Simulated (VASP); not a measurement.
Runs of VASP 6.6.1 on BN. All rows change the cell; the cell of one of them follows. The structure is cubic, space group Fm-3m (No. 225). Conventional cell: a = 3.666 Å, b = 3.666 Å, c = 3.666 Å, α = 90.00°, β = 90.00°, γ = 90.00°. B (site symmetry m-3m) has 6 N at 1.83 Å as nearest neighbours. Around N (site symmetry m-3m) lie 6 B at 1.83 Å. The cell was built by a generator and needn't be a form met in nature.

| level | cell | k mesh | smearing | exchange at q = 0 | grid for exact exchange (PRECFOCK) | screening parameter | gap on the mesh (eV) | pressure (GPa) |
| --- | --- | --- | --- | --- | --- | --- | --- | --- |
| r2SCAN | hydrostatic strain +5.0% | 12 × 12 × 12 | gaussian 0.01 eV | - | - | - | 0.26 | -43.4 |
| PBE | hydrostatic strain +5.0% | 12 × 12 × 12 | fermi-dirac 0.02 eV | - | - | - | 0.19 | -39.6 |
| HSE06 | hydrostatic strain +5.0% | 8 × 8 × 8 | gaussian 0.01 eV | truncated | Normal | 0.2079 1/A | 1.12 | -51.5 |
| r2SCAN | uniaxial_x strain -1.4% | 12 × 12 × 12 | gaussian 0.01 eV | - | - | - | (a) | (b) |

Alike in all rows: task single point; potentials or basis VASP PAW PBE potentials, release 64 (B, N); no spin polarisation; cutoff (eV) 520.

Fill in the values left out.

(a) 1.22; (b) 6.2.

Caveats: the cell as given lies far from equilibrium (some runs); so large a pressure means that the cell lies far from this level's equilibrium, or that cutoff or potentials fall short (some runs); the potentials were made for another functional, which shifts forces and pressure (some runs); the PAW data sets were made with another functional, which shifts forces and pressure a little (some runs).

A k mesh can miss the band edges.
